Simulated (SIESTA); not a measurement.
Mn, a slab with vacuum:

```xyz
5
Lattice="2.7316 0.0000 0.0000 -1.3658 2.3656 0.0000 0.0000 0.0000 23.9212" Properties=species:S:1:pos:R:3 pbc="T T T"
Mn    1.3658    0.7885    7.5000
Mn    0.0000    1.5771    9.7303
Mn    0.0000    0.0000   11.9606
Mn    1.3658    0.7885   14.1909
Mn    0.0000    1.5771   16.4212
```

The slab is cut from a database's or a generator's crystal, which needn't be the stable form of the element.

Base run:

- Program: SIESTA 5.4.2
- Functional: PBE
- Potentials or basis: SG15 1.2 (PBE files) or PseudoDojo by element
- Basis: DZP (energy shift 0.003 Ry; two zetas on semicore shells)
- Grid cutoff: 800 Ry
- Energy shift: 0.003 Ry
- k mesh: 11 × 11 × 1
- Occupations: fermi-dirac, width 0.05 eV
- Spin: collinear spin, ferromagnetic start
- Starting moments: [4.0, 4.0, 4.0, 4.0, 4.0] μB

Its results: band gap on the k mesh none (metal or under the smearing width); net moment 18.48 μB per cell; site moments Mn +4.06, +3.43, +3.51 μB; largest force 0.199 eV/Å.

Problem. The run is repeated on the same cell with these changes: potentials or basis from SG15 1.2 (PBE files) or PseudoDojo by element to PseudoDojo 0.5 standard (PBE files). What comes out?

Solution. Band gap on the k mesh none (metal or under the smearing width); net moment 18.29 μB per cell; site moments Mn +4.03, +3.40, +3.43 μB; largest force 0.213 eV/Å.

Caveats: the cell was measured hot, at 1373 K; the basis of atomic orbitals isn't converged, which shifts pressures, moduli and gaps.
